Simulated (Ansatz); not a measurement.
Crystal: Nb.

```
Nb
1.0
     0.00000    2.11500    2.11500
     2.11500    0.00000    2.11500
     2.11500    2.11500    0.00000
Nb
1
Direct
  0.00000 0.00000 0.00000
```

This isn't the form of Nb at room conditions, which is bcc.

Below is the output of Ansatz 0.2.0 for this cell. Logs are shortened: lines on timing, memory, paths and dates and some standing lists are left out, and cuts for length are marked.

```text
Warning: RAYON_NUM_THREADS=2 ignored (pool sized by the plan → 2); use --threads N
Engine: ansatz 0.2.0, aarch64-unknown-linux-gnu
Pseudopotentials: kind: paw
Pseudopotential: Nb, paw, valence charge 13, recommended cutoff 420 eV (normal), Nb.paw.azcp
Functional definition: PBE
  parameter kappa = 0.804
  parameter beta = 0.06672455060314922
  exchange = pbe_x(kappa = kappa, mu = beta*pi^2/3)
  correlation = pbe_c(beta = beta)
Crystal: 1 atoms, lattice volume = 18.922 Å³
Basis set: ecut = 420 eV, 339 PW (Γ), exchange–correlation on 40×40×40 points (8 copies of the dense FFT grid, shifted against one another)
Bands: 11, of which v1, the nominal top of the filled ones, is band 7 counted from 1 (6 counted from 0)
Symmetry: 48 space group operations
Space group: Fm-3m (ITA 225), of the structure as read, at distance tolerance 2.7e-5 Å
k-points: 56 of 1331
Non-local potential: Nb, projectors of the file, l = 0: 3, l = 1: 2, l = 2: 2, l = 3: 1
PAW form: soft (Blöchl's): semilocal exchange-correlation on the pseudo side does not see the compensation charge
PAW one-centre angular grid: Nb, 590 points (default); XC on 64 Gauss nodes
Initial density: superposition of atomic densities (neutral atoms: chi_scale 0, normalization atom), corrected by the library's trained network
Initial wavefunctions: pseudopotential atomic-orbital guess
Functional: x = pbe(κ = 0.804, μ = 0.2195149727645171), c = pbe(β = 0.06672455060314922)
SCF iter   1: F=—  HF=-4551.960035 eV  |F-HF|=—  |Δ(HF+E_count)|=         —  Δρ=2.54e-3  dr2=3.53e-4  ethr=1.77e-3  ⟨swp⟩=5.8  Hψ=3683  notcnv=0
preconditioner: auto → none  [insulator: Δε(μ)=0.019 eV  Ē_g=7.052 eV  σ=0.013 eV  W_gap=0.61  n_scr=0 (ndim 8)  ℏωp=19.1 eV  f_vac=0.000  D(μ)=1.87/eV (n_scr^D=26)  ε∞_Penn≈8.3]
SCF iter   2: F=—  HF=-4551.960269 eV  |F-HF|=—  |Δ(HF+E_count)|=   2.35e-4  Δρ=1.29e-3  dr2=8.83e-5  ethr=2.71e-6  ⟨swp⟩=2.9  Hψ=1557  notcnv=0  defer=11
SCF iter   3: F=—  HF=-4551.960365 eV  |F-HF|=—  |Δ(HF+E_count)|=   9.58e-5  Δρ=1.31e-4  dr2=1.76e-6  ethr=6.79e-7  ⟨swp⟩=2.1  Hψ=685  notcnv=0  defer=11
SCF iter   4: F=—  HF=-4551.960365 eV  |F-HF|=—  |Δ(HF+E_count)|=   1.45e-7  Δρ=4.57e-5  dr2=1.31e-7  ethr=1.35e-8  ⟨swp⟩=2.3  Hψ=777  notcnv=0  defer=11
iter 5 did not close the SCF: its close was put off for the readings that it lacked (scf_convergence_deferred on its scf_iter line)
SCF iter   5: F=-4551.960365 eV  HF=-4551.960365 eV  |F-HF|=2.13e-8  |Δ(HF+E_count)|=   3.35e-8  Δρ=1.38e-5  dr2=2.70e-8  ethr=1.01e-9  ⟨swp⟩=2.0  Hψ=938  notcnv=0  defer=11
SCF iter   6: F=-4551.960365 eV  HF=-4551.960365 eV  |F-HF|=9.09e-12  |Δ(HF+E_count)|=   1.11e-8  Δρ=1.08e-6  dr2=7.38e-11  ethr=2.07e-10  ⟨swp⟩=3.2  Hψ=2369  notcnv=0
SCF 1 converged in 6 iterations: F = -4551.960365 eV  dr2 = 7.38e-11
  greatest PAW one-centre occupation: 0.998 electrons in one spin orbital (limit 2), on the Nb atom at site 0 (counted from 0), in its partial waves of l = 0
SCF converged after 6 iterations
Free energy (F): -4551.960365 eV
Harris-Foulkes:  -4551.960365 eV  (|F-HF|=9.09e-12)
Internal energy: -4551.960198 eV  (E = F + TS)
E sigma→0 (E₀):  -4551.960282 eV
Entropy (-TS):   -0.000167 eV (-0.167 meV/atom)
Fermi energy:    17.137704 eV
--- Per-component energies (eV) ---
  E_band       = -80.272829
  E_kinetic    = 393.650950
  E_local      = -722.273776  (includes V_loc(G=0)·N_el)
  E_nonlocal   = 119.621979
  E_hartree    = 224.302857
  E_xc         = -175.140984
  E_vxc        = -212.397767  (∫ρ·V_xc dr)
  E_paw        = -3073.274230  (= ΣΔE_a)
  E_vpaw       = -107.479846  (= ΣTr[D̂ρ^β])
  E_aug_tail   = 0.000008  (compensation charges beyond the density's cutoff)
  E_ewald      = -1318.847003
  E_smearing   = -0.000167  (= −TS)
  E_closure    = 0.000000  (closes the sum)
  Σ components = -4551.960365   (vs F -4551.960365, Δ=0.00e0)
--- Forces (eV/Å), atoms counted from 1 ---
  atom   1  Nb    -0.00000000    -0.00000000    -0.00000000
  max |Σ_I F_I| component: 2.77e-32 eV/Å
--- Stress (GPa, compression-positive) ---
       -1.945587      -0.000000       0.000000
       -0.000000      -1.945587       0.000000
        0.000000       0.000000      -1.945587
  P = ⅓ Tr σ = -1.9456 GPa (-19.456 kbar)
--- Band table (eV; the first three rows and the last of 56) ---
  k-point 0: bands = ["-37.6213", "-13.0402", "-13.0402", "-13.0402", "10.9659", "17.2488", "17.2488", "17.2488", "19.8156", "19.8156", "28.8852"]
  k-point 1: bands = ["-37.6066", "-13.1381", "-13.0524", "-13.0524", "11.2667", "17.0228", "17.3835", "17.3835", "19.7010", "19.7010", "29.4763"]
  k-point 2: bands = ["-37.5671", "-13.3952", "-13.0849", "-13.0849", "12.0603", "16.5867", "17.6220", "17.6220", "19.6061", "19.6061", "30.2726"]
  k-point 55: bands = ["-37.3734", "-13.8331", "-13.7709", "-13.4450", "14.5485", "15.6402", "16.4201", "19.1050", "22.0802", "26.4730", "27.0573"]
```

Question: Write the input and the command behind it.

Answer: Single point with PBE, no spin polarisation. The files as run (others can give the same):

input.yaml
```yaml
crystal:
  lattice:
    - [0.0, 2.115, 2.115]
    - [2.115, 0.0, 2.115]
    - [2.115, 2.115, 0.0]
  atoms:
    - { symbol: Nb, position: [0.0, 0.0, 0.0] }
hamiltonian:
  xc: pbe
  pseudopotentials: { kind: paw }
kpoints:
  mp_grid: { grid: [11, 11, 11] }
scf:
  occupations: { method: gaussian, width: 0.013 }
output:
  forces: true
  stress: true
  eigenvalues: true
```

Potentials or basis: Ansatz PAW.
The run is started by
```sh
$ ansatz run input.yaml --threads 2 --pin off --max-ram 5632MiB --backend cpu --events-out ev --progress --plain --runs-dir out
```
